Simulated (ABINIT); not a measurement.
A run of ABINIT 10.8.3 (patched build) is set up as follows.

Contents of run.abi:

```
# Datasets: one volume each
ndtset 7
getwfk -1
scalecart1 3*0.9795861087
scalecart2 3*0.9864848297
scalecart3 3*0.9932883884
scalecart4 3*1.0000000000
scalecart5 3*1.0066227096
scalecart6 3*1.0131594038
scalecart7 3*1.0196128224

# Pseudopotentials
pp_dirpath "./"
pseudos "Ti.GGA_PBE-JTH.xml, B.GGA_PBE-JTH.xml"

# Structure
acell 3*1.0 Angstrom
rprim
     3.0292000000     0.0000000000     0.0000000000
    -1.5146000000     2.6233641531     0.0000000000
     0.0000000000     0.0000000000     3.2284000000
ntypat 2
znucl 22 5
natom 3
typat 1 2 2
xred
     0.0000000000     0.0000000000     0.0000000000
     0.6666666667     0.3333333333     0.5000000000
     0.3333333333     0.6666666667     0.5000000000

# Plane-wave basis
ecut 15.0
pawecutdg 30.0
pawovlp 30

# k points
kptopt 1
ngkpt 10 10 8
nshiftk 1
shiftk 0.0 0.0 0.0

# Exchange and correlation
ixc 11

# Bands and occupations
nband 13
occopt 3
tsmear 0.05 eV

# SCF cycle
nstep 100
tolvrs 1.0e-9

# Output
iomode 3
prtwf 1
prtden 0
prteig 0
prtebands 0
enunit 2
```

Potentials or basis: JTH PAW PBE v2.0.

The run is started by

```bash
$ abinit run.abi > log 2>&1
```

What does it give for the pressure derivative of the bulk modulus?

3.9.

Predict the bulk modulus at fixed shape and positions.

255 GPa.

Estimate the equilibrium volume.

8.58 Å³/atom.

Energy against volume, from the lowest point:
```
volume (Å³/atom)  energy (meV/atom)
           8.039              30.38
           8.210              13.73
           8.381               3.81
           8.552               0.00
           8.723               1.72
           8.894               8.41
           9.065              19.69
```

Caveat: pressures at fixed basis lie under the slope of the energies; the cell was scaled at fixed shape and fractional positions, which overstates the stiffness of a crystal with free parameters, most of all of layers and chains; the atomic spheres overlap.
